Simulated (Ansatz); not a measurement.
# Ta2NS2 MXene monolayer in a perpendicular field, part 4 of 4

Wanted: the out-of-plane response of the Ta2NS2 MXene monolayer. A positive field points along +c.

Ansatz 0.2.0; plane-wave DFT, PBE-D3(BJ), Ansatz PAW.

So far. Step 11 (Relaxing in the field, field -0.1 V/Å): The dipole is -0.0379 e·Å. Step 12 (Response, atoms relaxed): The induced dipole is that of a conductor 7.35 Å thick.

## 13. A changed input: scf.algorithm = "direct_min"

This step: plane-wave DFT, PBE-D3(BJ), Ansatz PAW (Ansatz 0.2.0).

A run with a changed input: it repeats the earlier run at 0.05 V/Å with scf.algorithm to direct_min.

File input.yaml:

```yaml
crystal:
  lattice:
    - [3.2836587501, 0.0, 0.0]
    - [-1.6418293751, 2.843731895, 0.0]
    - [0.0, 0.0, 23.4570794682]
  atoms:
    - { symbol: S, position: [0.3333333333, 0.6666666667, 0.3836794778] }
    - { symbol: Ta, position: [0.6666666667, 0.3333333333, 0.451467435] }
    - { symbol: "N", position: [0.0, 0.0, 0.5] }
    - { symbol: Ta, position: [0.3333333333, 0.6666666667, 0.548532565] }
    - { symbol: S, position: [0.6666666667, 0.3333333333, 0.6163205222] }
kpoints:
  mp_grid: { grid: [18, 18, 1] }
  band_path:
    path: [[0, 0, 0], [0.5, 0, 0], [0.33333333, 0.33333333, 0], [0, 0, 0]]
    npoints: 16
hamiltonian:
  xc: pbe
  dispersion: d3bj
scf:
  occupations: { method: fermi_dirac, width: 0.05 }
  convergence: { dr2_threshold: 1.0e-10 }
  algorithm: direct_min
efield:
  axis: 3
  dipole_correction: true
  ramp_position: 0.97
  ramp_width: 0.06
  amplitude: 0.05
output:
  write_potential: true
  write_density: true
  volumetric_format: npy
```

Started as:

```
> ansatz run input.yaml --threads 4 --pin off --max-ram 6144MiB --backend cpu --events-out ev --progress --plain --runs-dir out
```

Numbers of over 12 decimals in the logs are rounded to 6 here.

The program printed:

```text
[...]
Crystal: 5 atoms, lattice volume = 219.039 Å³
Basis set: ecut = 420 eV, 4363 PW (Γ)
Bands: 27, of which v1, the nominal top of the filled ones, is band 22 counted from 1 (21 counted from 0)
Symmetry: 6 space group operations
k-points: 37 of 324 (time reversal used)
[...]
SCF iter   3: F=—  HF=-22059.516389 eV  |F-HF|=—  |Δ(HF+E_count)|=    1.55e0  Δρ=2.66e-3  dr2=8.39e-2  ethr=1.20e-4  p=0.022 e·Å  D=1.85e-2 V/Å  ΔV_dip=-0.43 eV  dr2_dipole=4.80e-4  V_vac-E_F(+/−)=5.46/4.82 eV  ⟨swp⟩=6.4  Hψ=5091  notcnv=0  defer=78
eigensolver tolerance schedule calibrated: the retry pair's looser diagonalisation under-reported the residual by θ = 0.38 (0.17/decade); ethr = c·dr2/N_el runs at the constant in force after the calibration composes with the one it found (an armed cap, an earlier calibration), c = 3.3e-2
SCF iter   4: F=—  HF=-22059.505270 eV  |F-HF|=—  |Δ(HF+E_count)|=   1.11e-2  Δρ=2.09e-4  dr2=3.18e-4  ethr=6.47e-5  p=0.019 e·Å  D=1.53e-2 V/Å  ΔV_dip=-0.36 eV  dr2_dipole=1.83e-5  V_vac-E_F(+/−)=5.40/4.68 eV  ⟨swp⟩=3.9  Hψ=2143  notcnv=0  defer=27
[...]
SCF iter  10: F=-22059.505235 eV  HF=-22059.505235 eV  |F-HF|=3.64e-12  |Δ(HF+E_count)|=  8.73e-11  Δρ=4.78e-8  dr2=2.14e-11  ethr=1.00e-12  p=0.019 e·Å  D=1.56e-2 V/Å  ΔV_dip=-0.37 eV  dr2_dipole=5.08e-13  V_vac-E_F(+/−)=5.39/4.69 eV  ⟨swp⟩=2.8  Hψ=1884  notcnv=0
SCF 1 converged in 10 iterations: F = -22059.505235 eV  dr2 = 2.14e-11
[...]
SCF converged after 10 iterations
Stability not checked: this state was not tested for a lower state beside it, because a direct minimisation reached the state, and no test of it is asked (direct_minimisation; see scf.lower_state_search)
Free energy (F): -22059.505235 eV
[...]
Internal energy: -22059.493922 eV  (E = F + TS)
E sigma→0 (E₀):  -22059.499578 eV
Entropy (-TS):   -0.011313 eV (-2.263 meV/atom)
Fermi energy:    1.626217 eV
Dipole field:    D = 0.015630 V/Å  (p = 0.018920 e·Å, saw-weighted, corrected)
Work function:   not extracted (applied field tilts the vacuum); planar V_es + V_field profile in the machine report
[...]
--- Band table (eV; the first three rows and the last of 37) ---
  k-point 0: bands = [... 18 lower, 0.2353, 0.2353, 0.4968, 0.4968, 1.2493, 2.2876, 3.0486, 3.0486, ... 1 higher]
  k-point 1: bands = [... 18 lower, -0.2116, -0.0957, 0.5676, 0.8217, 1.3669, 2.4406, 3.0207, 3.1001, ... 1 higher]
  k-point 2: bands = [... 18 lower, -0.6480, -0.4510, 0.3210, 1.1715, 1.6300, 2.7041, 3.1327, 3.2918, ... 1 higher]
  k-point 36: bands = [... 18 lower, -2.2617, -2.2490, 1.4551, 1.4581, 2.1311, 4.1791, 4.1800, 4.5763, ... 1 higher]
```

It took 16 s on 4 threads of Intel Xeon Platinum 8488C (Sapphire Rapids), shared host; peak memory 0.81 GiB; 60 s of CPU time.

This step gave:

* energy at zero smearing: -22059.4996 eV
* dipole along the normal: 0.01892 e·Å

The electronic bands at the labelled points (eV, zero at the Fermi level):

| point | band 19 | band 20 | band 21 | band 22 | band 23 | band 24 | band 25 | band 26 |
| --- | --- | --- | --- | --- | --- | --- | --- | --- |
| Γ | -1.39 | -1.39 | -1.13 | -1.13 | -0.38 | 0.66 | 1.42 | 1.42 |
| halfway | -2.83 | -2.29 | -2.23 | 0.24 | 0.57 | 1.23 | 2.22 | 2.60 |
| M | -2.94 | -2.62 | -2.42 | 0.93 | 1.64 | 1.74 | 2.71 | 3.13 |
| halfway | -3.59 | -3.28 | -1.49 | 0.99 | 1.15 | 1.79 | 2.88 | 3.06 |
| K | -3.89 | -3.88 | -0.17 | -0.17 | 0.50 | 2.55 | 2.55 | 2.95 |
| halfway | -3.11 | -2.91 | -1.16 | -0.75 | 1.37 | 1.92 | 2.15 | 2.65 |
| Γ | -1.39 | -1.39 | -1.13 | -1.13 | -0.38 | 0.66 | 1.42 | 1.42 |

```
                     quantity  this run  earlier run  difference
dipole along the normal (e·Å)   0.01892      0.01892     -8.3e-7
```

The dipole moves by under 0.5 % or 5e-5 e·Å. The run took 10 SCF cycles against 11.

Of the bands kept, 2 cross the Fermi level on this path.

## 14. Varying the input

An input spoilt on purpose, to show how the run answers: it repeats the earlier run at 0.05 V/Å with efield.ramp_width from 0.06 to 0.9, and scf.max_iter set to 50.

Edit input.yaml of step 13 so:

```diff
@@ -22,3 +22,3 @@
   convergence: { dr2_threshold: 1.0e-10 }
-  algorithm: direct_min
+  max_iter: 50
 efield:
@@ -27,3 +27,3 @@
   ramp_position: 0.97
-  ramp_width: 0.06
+  ramp_width: 0.9
   amplitude: 0.05
```

The program printed:

```text
Engine: ansatz 0.2.0, x86_64-unknown-linux-gnu
Pseudopotentials: kind: paw
Pseudopotential: S, paw, valence charge 6, recommended cutoff 420 eV (normal), S.paw.azcp
Pseudopotential: Ta, paw, valence charge 13, recommended cutoff 420 eV (normal), Ta.paw.azcp
Pseudopotential: N, paw, valence charge 5, recommended cutoff 420 eV (normal), N.paw.azcp
Functional definition: PBE
  parameter kappa = 0.804
  parameter beta = 0.066725
  exchange = pbe_x(kappa = kappa, mu = beta*pi^2/3)
  correlation = pbe_c(beta = beta)
Crystal: 5 atoms, lattice volume = 219.039 Å³
Basis set: ecut = 420 eV, 4363 PW (Γ)
Bands: 27, of which v1, the nominal top of the filled ones, is band 22 counted from 1 (21 counted from 0)
Symmetry: 6 space group operations
k-points: 37 of 324 (time reversal used)
Non-local potential: S, projectors of the file, l = 0: 2, l = 1: 2, l = 2: 2
Non-local potential: Ta, projectors of the file, l = 0: 3, l = 1: 2, l = 2: 2, l = 3: 1
Non-local potential: N, projectors of the file, l = 0: 2, l = 1: 2, l = 2: 1
PAW form: soft (Blöchl's): semilocal exchange-correlation on the pseudo side does not see the compensation charge
PAW one-centre angular grid: S, 110 points (default); XC on 64 Gauss nodes
PAW one-centre angular grid: Ta, 590 points (default); XC on 64 Gauss nodes
PAW one-centre angular grid: N, 110 points (default); XC on 64 Gauss nodes
Initial density: superposition of atomic densities (neutral atoms: chi_scale 0, normalization atom, screened)
Initial wavefunctions: pseudopotential atomic-orbital guess
Functional: x = pbe(κ = 0.804, μ = 0.219515), c = pbe(β = 0.066725)
Error: efield: ion 0 (S) at fractional coordinate 0.3837 along the field axis lies inside the sawtooth ramp with 2 of the planes that the density is read on at each end, [0.9575, 0.8825] — the ramp must sit in vacuum (an ion there feels the fictitious reversed slope); set or move the ramp (efield.ramp_position / ramp_width) or move the geometry
```

It took 0.18 s on 4 threads; peak memory 0.41 GiB.

The input was rejected at the start.

The program's message: “Error: efield: ion 0 (S) at fractional coordinate 0.3837 along the field axis lies inside the sawtooth ramp with 2 of the planes that the density is read on at each end, [0.9575, 0.8825] — the ramp mu …”

The fault put into the input: a ramp so wide that it reaches the atoms.

## 15. Outcome

* gap without field: none
* work function, upper face: 5.06 eV
* equivalent conductor thickness, atoms held: 7.33 Å
* equivalent conductor thickness, atoms relaxed: 7.35 Å

In words: The induced dipole equals that of a perfect conductor 7.33 Å thick, while the outer atoms lie 5.46 Å apart. There is no gap over 0.03 eV, with or without the field. The first relaxation ran with spin and lost its moment, and the later runs have none; other magnetic states were not tried. Spin-orbit coupling is left out, which matters for the bands of elements this heavy. The MXene's terminations sit over the metal atoms of its far layer; the site over carbon or nitrogen, which some compounds prefer, was not run.

[Logs are printed without paths, hosts, clocks, repeated set-up lines and the standing remarks that a program may print on its own settings, such as how far it seeks lower states.]

[Hosts, paths, dates, database ids (printed as entryN), source tags and the programs' standing remarks are cut or masked in the printed files.]

[Maps of the electrostatic potential energy from Ansatz leave out the sawtooth potential of an applied field or a dipole correction, so their vacuum need not be flat; planar profiles and work functions include it.]
